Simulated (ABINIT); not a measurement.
# Si (I4_1/amd) in ABINIT: a series of runs

The runs below take Si through optical spectrum, phonons, elastic constants, phonon dispersion, with LDA.

Program: ABINIT 10.8.3 (patched build). These are calculated values, not measurements. Logs are shortened: lines on timing, memory, paths and dates and some standing lists are left out, and cuts for length are marked. The log counts tension as positive stress, the text compression.

## 1. The undisturbed crystal

Symmetry: I4_1/amd, No. 141, tetragonal system. Conventional cell: a = 4.743 Å, b = 4.743 Å, c = 2.659 Å, α = 90.00°, β = 90.00°, γ = 90.00°. Si (site symmetry -4m2) is surrounded by 6 Si at 2.46 to 2.66 Å.

This isn't the form of Si at room conditions, which is diamond.

## 2. Optical spectrum, LDA (cell relaxed at zero pressure by an earlier run)

run.abi reads:

```
# Datasets
ndtset 3

# Pseudopotentials
pp_dirpath "./"
pseudos "Si.upf"

# Structure
acell 3*1.0
rprim
    -4.4629474802     4.4629474802     2.5147830492
     4.4629474802    -4.4629474802     2.5147830492
     4.4629474802     4.4629474802    -2.5147830492
ntypat 1
znucl 14
natom 2
typat 1 1
chkprim 0
chksymtnons 0
tolsym 1.0e-6
xred
            1/2            1/2            0.0
            1/4            3/4            1/2

# Plane-wave basis
ecut 16.0
ecutsm 0.5

# k points
ngkpt 12 12 12
nshiftk 1
shiftk 0.0 0.0 0.0
istwfk *1

# Exchange and correlation
ixc 7

# Bands and occupations
occopt 3
tsmear 0.05 eV

# SCF cycle
nstep 80

# Output
iomode 3
prteig 0
prtebands 0

# Dataset 1: ground state
nband1 8
tolvrs1 1.0e-12
prtden1 1
prtwf1 0
kptopt1 1

# Dataset 2: empty bands at fixed density
iscf2 -3
getden2 1
nband2 20
nbdbuf2 4
tolwfr2 1.0e-12
nstep2 120
prtden2 0
kptopt2 1

# Dataset 3: wave functions and velocity matrix elements in the full zone
optdriver3 8
wfk_task3 "wfk_optics_fullbz"
getwfk3 2
nband3 16
kptopt3 1
prtevk3 1
inclvkb3 2
```

optic.abi reads:

```
&FILES
 ddkfile_1 = 'runo_DS3_1_EVK.nc',
 ddkfile_2 = 'runo_DS3_2_EVK.nc',
 ddkfile_3 = 'runo_DS3_3_EVK.nc',
 wfkfile = 'runo_DS3_WFK.nc'
/
&PARAMETERS
 broadening = 0.005512,
 domega = 0.002,
 maxomega = 0.8,
 scissor = 0.000000,
 tolerance = 0.002
/
&COMPUTATIONS
 num_lin_comp = 2,
 lin_comp = 11,33,
 num_nonlin_comp = 0
/
```

Potentials or basis: PseudoDojo NC SR LDA v0.4.1 standard.

Launch:

```console
abinit run.abi > log 2>&1
optic optic.abi > optic.log 2>&1
```

run.abo:

```text
.Version 10.8.3 of ABINIT
 DATASET    1 : space group I4_1/a m d (#141); Bravais tI (body-center tetrag.)
================================================================================
 Values of the parameters that define the memory need for DATASET  1.
     intxc =       0    ionmov =       0      iscf =       7    lmnmax =       6
     lnmax =       6     mgfft =      27  mpssoang =       3    mqgrid =    3001
     natom =       2  nloc_mem =       1    nspden =       1   nspinor =       1
    nsppol =       1      nsym =      16    n1xccc =    2501    ntypat =       1
    occopt =       3   xclevel =       1
       mpw =         630          nfft =       19683          nkpt =         163
================================================================================
================================================================================
[... 13 lines left out ...]
 DATASET    3 : space group I4_1/a m d (#141); Bravais tI (body-center tetrag.)
================================================================================
 Values of the parameters that define the memory need for DATASET  3.
     intxc =       0    ionmov =       0      iscf =       7    lmnmax =       6
     lnmax =       6     mgfft =      27  mpssoang =       3    mqgrid =    3001
     natom =       2  nloc_mem =       1    nspden =       1   nspinor =       1
    nsppol =       1      nsym =      16    n1xccc =    2501    ntypat =       1
    occopt =       3   xclevel =       1
       mpw =         630          nfft =       19683          nkpt =         163
================================================================================
================================================================================

--------------------------------------------------------------------------------
------------- Echo of variables that govern the present computation ------------
--------------------------------------------------------------------------------
 -outvars: echo values of preprocessed input variables --------
            acell      1.0000000000E+00  1.0000000000E+00  1.0000000000E+00 Bohr
              amu      2.80855000E+01
          chkprim           0
      chksymtnons           0
             ecut      1.60000000E+01 Hartree
           ecutsm      5.00000000E-01 Hartree
           getden1          0
           getden2          1
           getden3          0
           getwfk1          0
           getwfk2          0
           getwfk3          2
             iscf1          7
             iscf2         -3
             iscf3          7
                       outvar_i_n : Printing only first  50 k-points.
              ixc           7
           jdtset        1    2    3
                       outvar_i_n : Printing only first  50 k-points.
         kptrlatt       12    0    0      0   12    0      0    0   12
          kptrlen      6.03547932E+01
            natom           2
            nband1          8
            nband2         20
            nband3         16
           nbdbuf1          0
           nbdbuf2          4
           nbdbuf3          0
           ndtset           3
            ngfft          27      27      27
             nkpt         163
            nstep1         80
            nstep2        120
            nstep3         80
             nsym          16
           ntypat           1
                       prtocc : prtvol=0, do not print more k-points.
                       prtocc : prtvol=0, do not print more k-points.
                       prtocc : prtvol=0, do not print more k-points.
           occopt           3
        optdriver1          0
        optdriver2          0
        optdriver3          8
           prtden1          1
           prtden2          0
           prtden3          1
        prtebands           0
           prteig           0
           prtevk1          0
           prtevk2          0
           prtevk3          1
            prtwf1          0
            prtwf2          1
            prtwf3          1
            rprim     -4.4629474802E+00  4.4629474802E+00  2.5147830492E+00
                       4.4629474802E+00 -4.4629474802E+00  2.5147830492E+00
                       4.4629474802E+00  4.4629474802E+00 -2.5147830492E+00
          spgroup         141
           tolsym      1.00000000E-06
           tolvrs1     1.00000000E-12
           tolvrs2     0.00000000E+00
           tolvrs3     0.00000000E+00
           tolwfr1     0.00000000E+00
           tolwfr2     1.00000000E-12
           tolwfr3     0.00000000E+00
           tsmear      1.83746611E-03 Hartree
            typat      1  1
         wfk_task1          0
         wfk_task2          0
         wfk_task3          7
                       outvars : Printing only first  50 k-points.
           xangst     -7.8910259742E-17  1.2889324644E-16  1.3307658791E+00
                       2.3616900984E+00  0.0000000000E+00  6.6538293955E-01
            xcart     -1.4911877944E-16  2.4357293524E-16  2.5147830492E+00
                       4.4629474802E+00  0.0000000000E+00  1.2573915246E+00
             xred      5.0000000000E-01  5.0000000000E-01  1.0582037569E-17
                       2.5000000000E-01  7.5000000000E-01  5.0000000000E-01
            znucl       14.00000

================================================================================

 chkinp: Checking input parameters for consistency, jdtset=   1.

 chkinp: Checking input parameters for consistency, jdtset=   2.
[... 6 lines left out ...]
--- !DatasetInfo
[... 167 lines left out ...]
 R(1)= -4.4629475  4.4629475  2.5147830  G(1)=  0.0000000  0.1120336  0.1988243
 R(2)=  4.4629475 -4.4629475  2.5147830  G(2)=  0.1120336  0.0000000  0.1988243
 R(3)=  4.4629475  4.4629475 -2.5147830  G(3)=  0.1120336  0.1120336  0.0000000
 Unit cell volume ucvol=  2.0035679E+02 bohr^3
 Angles (23,13,12)=  9.78745653E+01  9.78745653E+01  1.36551295E+02 degrees

 getcut: wavevector=  0.0000  0.0000  0.0000  ngfft=  27  27  27
         ecut(hartree)=     16.000   => boxcut(ratio)=   2.12783
--------------------------------------------------------------------------------

================================================================================

--- !BeginCycle
iteration_state: {dtset: 2, }
solver: {iscf: -3, nstep: 120, nline: 4, wfoptalg: 0, }
tolerances: {tolwfr: 1.00E-12, }
...

     iter   Etot(hartree)      deltaE(h)  residm     vres2
 Non-SCF case, kpt    1 (  0.00000  0.00000  0.00000), residuals and eigenvalues=
  5.93E-13  4.41E-13  3.97E-13  1.73E-13  4.96E-13  2.67E-13  2.17E-13  2.08E-13
  6.12E-13  3.10E-13  3.84E-13  1.91E-13  2.16E-13  3.81E-13  4.69E-13  4.65E-13
  5.50E-12  1.18E-06  4.18E-04  2.04E-04
 -2.1741E-01  2.0573E-01  2.0573E-01  2.3202E-01  3.5309E-01  5.6963E-01
  6.2301E-01  6.2930E-01  6.2930E-01  6.7323E-01  6.8629E-01  7.7337E-01
  7.9409E-01  7.9409E-01  8.2231E-01  8.2231E-01  9.8759E-01  1.2641E+00
  1.4124E+00  1.4348E+00
 prteigrs : prtvol=0 or 1, do not print more k-points.

--- !ResultsGS
iteration_state: {dtset: 2, }
comment   : Summary of ground state results
lattice_vectors:
- [ -4.4629475,   4.4629475,   2.5147830, ]
- [  4.4629475,  -4.4629475,   2.5147830, ]
- [  4.4629475,   4.4629475,  -2.5147830, ]
lattice_lengths: [   6.79411,    6.79411,    6.79411, ]
lattice_angles: [ 97.875,  97.875, 136.551, ] # degrees, (23, 13, 12)
lattice_volume:   2.0035679E+02
convergence: {deltae:  0.000E+00, res2:  0.000E+00, residm:  9.960E-13, diffor:  0.000E+00, }
etotal    :  -8.50952080E+00
entropy   :   0.00000000E+00
fermie    :   2.96453629E-01
cartesian_stress_tensor: null
pressure_GPa: null
xred      :
- [  5.0000E-01,   5.0000E-01,   1.0582E-17, Si]
- [  2.5000E-01,   7.5000E-01,   5.0000E-01, Si]
cartesian_forces: null
force_length_stats: {min: null, max: null, mean: null, }
...

 Integrated electronic density in atomic spheres:
 ------------------------------------------------
 Atom  Sphere_radius  Integrated_density
    1        2.00000          1.75530126
    2        2.00000          1.73949113
================================================================================

 ----iterations are completed or convergence reached----

 Mean square residual over all n,k,spin=   40.497E-14; max=  99.599E-14
 reduced coordinates (array xred) for    2 atoms
       0.500000000000      0.500000000000      0.000000000000
       0.250000000000      0.750000000000      0.500000000000

 cartesian coordinates (angstrom) at end:
    1     -0.00000000000000     0.00000000000000     1.33076587909899
    2      2.36169009837661     0.00000000000000     0.66538293954950
 length scales=  1.000000000000  1.000000000000  1.000000000000 bohr
              =  0.529177210544  0.529177210544  0.529177210544 angstroms
 Eigenvalues (hartree) for nkpt= 163  k points:
 kpt#   1, nband= 20, wtk=  0.00058, kpt=  0.0000  0.0000  0.0000 (reduced coord)
  -0.21741    0.20573    0.20573    0.23202    0.35309    0.56963    0.62301    0.62930
   0.62930    0.67323    0.68629    0.77337    0.79409    0.79409    0.82231    0.82231
   0.98759    1.26413    1.41235    1.43478
      occupation numbers for kpt#   1
   2.00000    2.00000    2.00000    2.00000    0.00000    0.00000    0.00000    0.00000
   0.00000    0.00000    0.00000    0.00000    0.00000    0.00000    0.00000    0.00000
   0.00000    0.00000    0.00000    0.00000
 prteigrs : prtvol=0 or 1, do not print more k-points.

--- !EnergyTerms
iteration_state     : {dtset: 2, }
comment             : Components of total free energy in Hartree
kinetic             :  3.17056237341911E+00
hartree             :  8.83095928320190E-02
xc                  : -3.15659983014708E+00
Ewald energy        : -9.84458607564007E+00
psp_core            :  5.32652936665763E-01
local_psp           : -5.93522814376093E-01
non_local_psp       :  1.29388769837156E+00
internal            : -8.50929611887478E+00
'-kT*entropy'       : -2.24701562130453E-04
total_energy        : -8.50952082043691E+00
...

--- !EnergyTermsDC
iteration_state     : {dtset: 2, }
comment             : '"Double-counting" decomposition of free energy'
band_energy         :  7.34583071189025E-01
Ewald energy        : -9.84458607564007E+00
psp_core            :  5.32652936665763E-01
xc_dc               :  6.80539679861987E-02
internal            : -8.50929609979908E+00
'-kT*entropy'       : -2.24701562130453E-04
total_energy_dc     : -8.50952080136121E+00
...

================================================================================
== DATASET  3 ==================================================================

--- !DatasetInfo
iteration_state: {dtset: 3, }
dimensions: {natom: 2, nkpt: 163, mband: 16, nsppol: 1, nspinor: 1, nspden: 1, mpw: 630, }
cutoff_energies: {ecut:  16.0, pawecutdg:  -1.0, }
electrons: {nelect:   8.00000000E+00, charge:   0.00000000E+00, occopt:   3.00000000E+00, tsmear:   1.83746611E-03, }
meta: {optdriver: 8, wfk_task: 7, }
...

 mkfilename : getwfk/=0, take file _WFK from output of DATASET   2.

 Exchange-correlation functional for the present dataset will be:
  LDA: Perdew-Wang 92 LSD fit to Ceperley-Alder data - ixc=7
  J.P.Perdew and Y.Wang, PRB 45, 13244 (1992)

--------------------------------------------------------------------------------

 Computation of velocity matrix elements (DDK)

 Parameters extracted from the Abinit header:
    ecut:     16.0
    nkpt:    1728
    mband:   20
    nsppol:  1
    nspinor: 1
    useylm:  0
    inclvkb: 2
    bmin: 1, bmax: 20
    Computing diagonal and off-diagonal matrix elements
    Between band index bmin: 1, bmax: 20

== END DATASET(S) ==============================================================
================================================================================

 -outvars: echo values of variables after computation  --------
            acell      1.0000000000E+00  1.0000000000E+00  1.0000000000E+00 Bohr
           etotal1    -8.5095208014E+00
           etotal2    -8.5095208014E+00
           etotal3     0.0000000000E+00
            fcart1    -0.0000000000E+00 -0.0000000000E+00 -0.0000000000E+00
                      -0.0000000000E+00 -0.0000000000E+00 -0.0000000000E+00
            fcart3     0.0000000000E+00  0.0000000000E+00  0.0000000000E+00
                       0.0000000000E+00  0.0000000000E+00  0.0000000000E+00
            rprim     -4.4629474802E+00  4.4629474802E+00  2.5147830492E+00
                       4.4629474802E+00 -4.4629474802E+00  2.5147830492E+00
                       4.4629474802E+00  4.4629474802E+00 -2.5147830492E+00
           strten1    -3.5171716761E-05 -3.5171716761E-05  8.9787869516E-05
                       0.0000000000E+00  0.0000000000E+00  0.0000000000E+00
           strten3     0.0000000000E+00  0.0000000000E+00  0.0000000000E+00
                       0.0000000000E+00  0.0000000000E+00  0.0000000000E+00
           xangst     -7.8910259742E-17  1.2889324644E-16  1.3307658791E+00
                       2.3616900984E+00  0.0000000000E+00  6.6538293955E-01
             xred      5.0000000000E-01  5.0000000000E-01  1.0582037569E-17
                       2.5000000000E-01  7.5000000000E-01  5.0000000000E-01
 Calculation completed.
```

Wall time 33 s (1 thread of AMD EPYC 9R45 (Zen 5), shared host); peak memory 0.48 GiB.

What came out:

* Free energy: -231.5559 eV
* Pressure: -0.2 GPa
* Band gap on the k mesh: none (metal or under the smearing width)

Dielectric function (mean over the directions given):
| energy (eV) | real part | imaginary part |
| --- | --- | --- |
| 0.33 | 30.50 | 9.56 |
| 0.76 | 35.38 | 12.48 |
| 1.31 | 43.79 | 21.68 |
| 1.74 | 23.00 | 41.90 |
| 2.29 | 1.15 | 46.43 |
| 2.83 | -4.85 | 28.20 |
| 3.27 | -13.75 | 23.46 |
| 3.81 | -10.86 | 14.07 |
| 4.25 | -10.06 | 11.54 |
| 4.79 | -8.92 | 6.53 |
| 5.33 | -7.31 | 4.44 |
| 5.77 | -6.24 | 3.75 |
| 6.31 | -4.58 | 2.32 |
| 6.75 | -4.37 | 2.40 |
| 7.29 | -3.55 | 1.56 |
| 7.84 | -3.02 | 1.15 |
| 8.27 | -2.53 | 0.98 |
| 8.82 | -2.06 | 0.85 |
| 9.36 | -1.73 | 0.66 |
| 9.80 | -1.48 | 0.54 |
| 10.34 | -1.23 | 0.50 |
| 10.78 | -1.04 | 0.42 |
| 11.32 | -0.83 | 0.32 |
| 11.86 | -0.65 | 0.28 |
| 12.30 | -0.55 | 0.28 |
| 12.84 | -0.42 | 0.23 |
| 13.28 | -0.33 | 0.23 |
| 13.82 | -0.22 | 0.18 |
| 14.37 | -0.14 | 0.15 |
| 14.80 | -0.06 | 0.15 |
| 15.35 | 0.00 | 0.13 |
| 15.89 | 0.06 | 0.11 |
| 16.33 | 0.13 | 0.10 |
| 16.87 | 0.18 | 0.09 |
| 17.31 | 0.22 | 0.08 |
| 17.85 | 0.27 | 0.07 |
| 18.39 | 0.31 | 0.06 |
| 18.83 | 0.35 | 0.07 |
| 19.38 | 0.38 | 0.05 |
| 19.92 | 0.42 | 0.05 |

Caveat: the intraband (Drude) term is left out; spectra need much finer meshes, so this one isn't converged; independent-particle spectra lack excitons.

(Continued in part 2 of 2.)
